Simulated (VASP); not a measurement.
Write the native input for VASP 6.6.1 that does the following.

- Task: relaxation of cell and atoms
- Functional: PBEsol
- Dispersion: D3(BJ)
- Potentials or basis: VASP PAW PBE potentials, release 64 (Mg, O)
- Cutoff: 600 eV
- k mesh: 6 × 6 × 6
- Occupations: fermi-dirac, width 0.05 eV
- Spin: no spin polarisation
- Further INCAR settings: ALGO = Normal; EDIFF = 1e-06; IBRION = 2; EDIFFG = -0.005; NSW = 40; ISIF = 3

The structure of MgO2 lies in POSCAR:

```
MgO2
1.0
    4.8286124700      0.0000000000      0.0000000000
    0.0000000000      4.8286124700      0.0000000000
    0.0000000000      0.0000000000      4.8286124700
Mg O
4 8
Direct
    0.0000000000      0.0000000000      0.0000000000
    0.5000000000      0.0000000000      0.5000000000
    0.5000000000      0.5000000000      0.0000000000
    0.0000000000      0.5000000000      0.5000000000
    0.5894244400      0.9105755600      0.0894244400
    0.9105755600      0.0894244400      0.5894244400
    0.0894244400      0.5894244400      0.9105755600
    0.4105755600      0.4105755600      0.4105755600
    0.5894244400      0.5894244400      0.5894244400
    0.9105755600      0.4105755600      0.0894244400
    0.0894244400      0.9105755600      0.4105755600
    0.4105755600      0.0894244400      0.9105755600
```

The cell is a database's computed one.

The input as run:

INCAR

```
PREC     = Accurate       # precision mode
ENCUT    = 600            # plane-wave cutoff, eV
EDIFF    = 1E-6           # SCF threshold, eV
ISMEAR   = -1             # smearing method
SIGMA    = 0.05           # smearing width, eV
LREAL    = F              # projectors in reciprocal space
LASPH    = T              # aspherical terms in the spheres
NELM     = 100            # most SCF steps
ALGO     = Normal         # electronic algorithm
ISIF     = 3              # what is computed and relaxed
LWAVE    = F              # write WAVECAR
LCHARG   = F              # write CHGCAR
GGA      = PS             # functional
IVDW     = 12             # dispersion correction
IBRION   = 2              # ionic algorithm
NSW      = 40             # ionic steps
EDIFFG   = -0.005         # ionic threshold
```

KPOINTS

```
Automatic mesh
0
Gamma
  6 6 6
```

Potentials or basis: VASP PAW PBE potentials, release 64 (Mg, O).

Command:

```sh
$ cat potpaw_PBE.64/Mg/POTCAR potpaw_PBE.64/O/POTCAR > POTCAR
$ mpirun -np 1 vasp_std > vasp.out
```

Results of the run:

```yaml
Relaxed_volume: 9.23 Å³/atom
Relaxed_cell: a = 4.802 Å, b = 4.802 Å, c = 4.802 Å, α = 90.00°, β = 90.00°, γ = 90.00°
Space_group_after_relaxing_to_0.05_Å: Pa-3 (No. 205)
Energy_gained_by_relaxing: 1.4 meV/atom
Ionic_steps: 5
Pressure_after_relaxing: 0.0 GPa
Band_gap_on_the_k_mesh: 3.97 eV, indirect (least direct gap 4.10 eV)
Dispersion_energy_per_atom: -0.160 eV
```

Caveat: the PAW data sets were made with another functional, which shifts forces and pressure a little.

It took 3.6 min on 1 thread of Intel(R) Xeon(R) 6975P-C (Granite Rapids), on a shared host, peak memory 0.3 GiB.
